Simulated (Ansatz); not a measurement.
Si2W:

```
W Si
1.0
    -1.60690    1.60690    3.91495
     1.60690   -1.60690    3.91495
     1.60690    1.60690   -3.91495
W Si
1 2
Direct
  0.00000 0.00000 0.00000
  0.66530 0.66530 0.00000
  0.33470 0.33470 0.00000
```

- Program: Ansatz 0.2.0
- Task: relaxation of cell and atoms
- Functional: PBEsol
- Potentials or basis: Ansatz PAW
- Cutoff: 420 eV (not typed: the program's choice for these potentials)
- k mesh: 12 × 12 × 12
- Occupations: fermi-dirac, width 0.05 eV
- Spin: no spin polarisation
- Hubbard terms: W d U = 6 eV

At the start: volume 13.48 Å³/atom.

Task: How do energy, volume and symmetry change on relaxing?

Result: It ends after 5 steps and the volume is 13.34 Å³/atom (-1.0 %); space group I4/mmm (No. 139, to 0.05 Å).

Step by step:
```
step  energy change (eV)  largest force (eV/Å)  volume (Å³)
   1              0.0000                0.3733        40.44
   2             -0.0104                0.0064        39.83
   3             -0.0111                0.0085        40.03
   4             -0.0111                0.0021        40.02
   5             -0.0110                0.0021        40.02
```

Final structure:
```yaml
crystal:
  lattice:
    - [-1.60412, 1.60412, 3.88841]
    - [1.60412, -1.60412, 3.88841]
    - [1.60412, 1.60412, -3.88841]
  atoms:
    - { symbol: W, position: [0.00000, 0.00000, 0.00000] }
    - { symbol: Si, position: [0.66324, 0.66324, 0.00000] }
    - { symbol: Si, position: [0.33676, 0.33676, 0.00000] }
```

Caveat: the plane-wave basis is chosen anew once the cell has moved, so the energies of steps on either side of that aren't comparable; U without spin polarisation on a metal has little footing; the PAW data sets come from PBE, with cores solved anew for the run's functional, which leaves a small shift of forces and pressure; the U is typed as a test and isn't derived for this compound.
